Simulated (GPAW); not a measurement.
The system is Bi.

```
Bi
1.0
    -1.98143    1.98143    1.98143
     1.98143   -1.98143    1.98143
     1.98143    1.98143   -1.98143
Bi
1
Direct
  0.00000 0.00000 0.00000
```

This isn't the form of Bi at room conditions, which is rhombohedral.

Base run:

- Program: GPAW 26.7.0
- Functional: PW91
- Potentials or basis: PAW data sets generated in the run's folder for this functional
- Cutoff: 600 eV
- Basis: pw
- k mesh: 9 × 9 × 9
- Occupations: fermi-dirac, width 0.05 eV
- Spin: no spin polarisation

Its results: band gap on the k mesh none (metal or under the smearing width); pressure 0.7 GPa.

Problem. The run is repeated on the same cell with these changes: functional from PW91 to AM05. What comes out?

Solution. Band gap on the k mesh none (metal or under the smearing width); pressure -2.0 GPa.

AM05 binds more tightly than PW91, so the same cell stands under less pressure.

Caveats: spin-orbit coupling is left out, which moves the levels of the heavy elements.
